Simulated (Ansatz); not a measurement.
**PtSe$_{2}$: a sublattice moved along a line**

Level of theory: DFT PBE, scalar-relativistic, plane waves, PAW (Ansatz). The runs took a 420 eV cutoff, a Γ-centred 12×12×10 mesh and Gaussian smearing (0.15 eV). Spin–orbit coupling is left out, which can shift energies with elements as heavy as these. No spin polarisation. Energies are free energies at this smearing, counted from the undisturbed cell; pressure is positive in compression.

Zero of the scan (as given, not relaxed at this level; it stands at 7.3 GPa):

```yaml
crystal:
  lattice:
    - [3.72400, 0.00000, 0.00000]
    - [-1.86200, 3.22508, 0.00000]
    - [0.00000, 0.00000, 5.06200]
  atoms:
    - { symbol: Pt, position: [0.00000, 0.00000, 0.00000] }
    - { symbol: Se, position: [0.33333, 0.66667, 0.25000] }
    - { symbol: Se, position: [0.66667, 0.33333, 0.75000] }
```

Every Pt atom is moved by x along the Cartesian unit vector (-0.746, -0.431, 0.507); the cell and all other atoms stay fixed. The cell is metallic on the mesh throughout.

| x (Å) | ΔE (meV/cell) | force along x on the moved atoms (eV/Å) | pressure (GPa) |
| --- | --- | --- | --- |
| -0.1000 | 82.9 | 1.68 | 7.9 |
| -0.0500 | 20.6 | 0.83 | 7.5 |
| 0.0000 | 0.0 | 0.00 | 7.3 |
| 0.0750 | 46.4 | ? | ? |

(1) Give the withheld values.

## Answers

(1) force along x on the moved atoms (eV/Å) at x (Å) = 0.0750: -1.25; pressure (GPa) at x (Å) = 0.0750: 7.6.